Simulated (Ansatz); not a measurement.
Si₂Ge: rattling a relaxed structure

The structure comes from a generated guess, relaxed at this level; another structure or a mixture of phases may lie lower.

The calculation used DFT PBE, scalar-relativistic, plane waves, PAW in Ansatz. Cutoff 420 eV; k points 12×12×4 on the computed 6-atom cell (Γ-centred); Gaussian smearing, width 0.02 eV; no spin polarisation.

The cell below (6 atoms, space group P-3m1 (No. 164)) is relaxed within its symmetry.

```
Si Ge
1.0
     3.93002    0.00000    0.00000
    -1.96501    3.40349    0.00000
     0.00000    0.00000    9.61845
Si Ge
4 2
Direct
  0.33333 0.66667 0.53985
  0.66667 0.33333 0.21420
  0.33333 0.66667 0.78580
  0.66667 0.33333 0.46015
  0.00000 0.00000 0.87071
  0.00000 0.00000 0.12929
```

For the test a repeat of it with 12 atoms (edges 3.93, 6.81, 9.62 Å) was strained at random (σ = 1.5 % a component), the atoms were moved at random (σ = 0.10 Å), and all was relaxed again on a coarse 4×2×2 mesh (in the run’s order of axes) with 0.10 eV smearing, with no symmetry imposed.

Question: What happens?

Answer: It returns, within 1 meV/atom of the unmoved cell on that mesh and with the same symmetry when read at 0.1 Å (C2/m at 0.01 Å, so small strains and shifts remain). No instability shows in this cell; modes of other wave vectors, which need another repeat, aren't tested.
